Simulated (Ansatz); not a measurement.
# Ti8Al8H: the cost of one run

Method: DFT PBE, scalar-relativistic, plane waves, PAW, in Ansatz 0.2.0.

1 further run of the same task is left out (set aside as unsound or not needed).

## Step 1: Starting point

The structure is tetragonal, space group P4/mmm (No. 123). Conventional cell: a = 2.822 Å, b = 2.822 Å, c = 4.078 Å, α = 90.00°, β = 90.00°, γ = 90.00°. Ti (site symmetry 4/mmm) has 4 Ti at 2.82 Å and 8 Al at 2.85 Å in its first shell of neighbours. Al (site symmetry 4/mmm) is surrounded by 4 Al at 2.82 Å and 8 Ti at 2.85 Å.

Coordinates:

```xyz
2
Lattice="2.8216 0.0000 0.0000 0.0000 2.8216 0.0000 0.0000 0.0000 4.0783" Properties=species:S:1:pos:R:3 pbc="T T T"
Ti    1.4108    1.4108    2.0391
Al    0.0000    0.0000    0.0000
```

It goes back to an entry of the Materials Project, which need not be the stable form.

This cell was relaxed beforehand with the same method: volume 16.23 Å³/atom, gap on the mesh none (metal).

## Step 2: The defect cell, relaxed

The supercell's rows are 2 0 1; 0 -2 -1; 0 2 -1 in vectors of the relaxed cell. Atom 17 is the H that will move.

The input, input.yaml:

```yaml
crystal:
  lattice:
    - [5.6432814777, 0.0, 4.0782742132]
    - [0.0, -5.6432814777, -4.0782742132]
    - [0.0, 5.6432814777, -4.0782742132]
  atoms:
    - { symbol: Ti, position: [0.25, 0.5, 0.25] }
    - { symbol: Ti, position: [0.25, 0.25, 0.5] }
    - { symbol: Ti, position: [0.25, 0.75, 0.0] }
    - { symbol: Ti, position: [0.25, 0.0, 0.75] }
    - { symbol: Ti, position: [0.75, 0.25, 0.0] }
    - { symbol: Ti, position: [0.75, 0.5, 0.75] }
    - { symbol: Ti, position: [0.75, 0.0, 0.25] }
    - { symbol: Ti, position: [0.75, 0.75, 0.5] }
    - { symbol: Al, position: [0.5, 0.75, 0.75] }
    - { symbol: Al, position: [0.5, 0.5, 0.0] }
    - { symbol: Al, position: [0.5, 0.0, 0.5] }
    - { symbol: Al, position: [0.5, 0.25, 0.25] }
    - { symbol: Al, position: [0.0, 0.5, 0.5] }
    - { symbol: Al, position: [0.0, 0.75, 0.25] }
    - { symbol: Al, position: [0.0, 0.25, 0.75] }
    - { symbol: Al, position: [0.0, 0.0, 0.0] }
    - { symbol: H, position: [0.0099367344, 0.7523785493, 0.7503974772] }
basis:
  ecutwfc: 420
  xc_grid: 2
kpoints:
  mp_grid: { grid: [4, 4, 4], shift: [0.5, 0.5, 0.5] }
hamiltonian:
  xc: pbe
scf:
  occupations: { method: gaussian, width: 0.1 }
output:
  forces: true
  stress: false
  eigenvalues: true
  write_density: true
  write_potential: true
  elf: true
  volumetric_format: npy
relax:
  adjacent_minimum: "off"
  f_tol: 0.02
  max_steps: 60
```

On the command line:

```console
> ansatz run input.yaml --threads 4 --pin off --max-ram 10240MiB --backend cpu --events-out ev --progress --plain --runs-dir out
```

What time and memory should one allow on 4 threads of Intel Xeon 6975P-C (Granite Rapids), shared host?

About 39 s, with a peak of 1.1 GiB.
